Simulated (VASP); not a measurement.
A run of VASP 6.6.1:

File INCAR:

```
PREC = Accurate ; ENCUT = 520
EDIFF = 1E-6 ; ISMEAR = -1
SIGMA = 0.1 ; LREAL = False
LASPH = True ; NELM = 60
ALGO = Normal ; ISIF = 2
LWAVE = False ; LCHARG = True
GGA = B5 ; ALDAX = 1.0
AGGAX = 1.0 ; AGGAC = 1.0
ALDAC = 0.0 ; LELF = True
LVHAR = True ; NBANDS = 10
```

The input KPOINTS:

```
regular mesh
0
Gamma
  12 12 16
```

POSCAR

```
Be
1.0
    3.4189956936      0.0000000000      0.0000000000
   -1.7094978468      2.9609371261      0.0000000000
    0.0000000000      0.0000000000      2.1136326847
Be
3
Direct
    1.0000000000      0.0000000000      0.0000000000
    0.3333333333      0.6666666667      0.5000000000
    0.6666666667      0.3333333333      0.5000000000
```

Potentials or basis: VASP PAW PBE potentials, release 64 (Be).

The run is started by

```console
$ cat potpaw_PBE.64/Be/POTCAR > POTCAR
$ mpirun -np 1 vasp_std > vasp.out
```

Hardware: 1 thread of Intel(R) Xeon(R) Platinum 8488C (Sapphire Rapids) (shared host).

Task: How long does it take, and how much memory?

Result: It took 27 s on 1 thread of Intel(R) Xeon(R) Platinum 8488C (Sapphire Rapids), with other jobs on the host, peak memory 0.15 GiB. Counts: scf iterations 12, k points 171.
